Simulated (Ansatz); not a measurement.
SrCl2:

```
Sr Cl
1.0
     0.00000    3.48835    3.48835
     3.48835    0.00000    3.48835
     3.48835    3.48835    0.00000
Sr Cl
1 2
Direct
  0.00000 0.00000 0.00000
  0.75000 0.75000 0.75000
  0.25000 0.25000 0.25000
```

Base run:

| Item | Value |
| --- | --- |
| Program | Ansatz 0.2.0 |
| Functional | PBE |
| Potentials or basis | all-electron LAPW, scalar-relativistic |
| Cutoff | 144 eV (chosen from the basis error) |
| Basis error allowed | 0.002 eV/atom |
| k mesh | 7 × 7 × 7 |
| Occupations | fermi-dirac, width 0.05 eV |
| Spin | no spin polarisation |

Its results: band gap on the k mesh 5.38 eV, indirect (least direct gap 5.68 eV); pressure 1.0 GPa.

Task: The run is repeated on the same cell with these changes: functional from PBE to PBEsol. What comes out?

Result: Band gap on the k mesh 5.18 eV, indirect (least direct gap 5.48 eV); pressure -1.1 GPa.

PBEsol binds more tightly than PBE, so the same cell stands under less pressure.

A k mesh can miss the band edges.
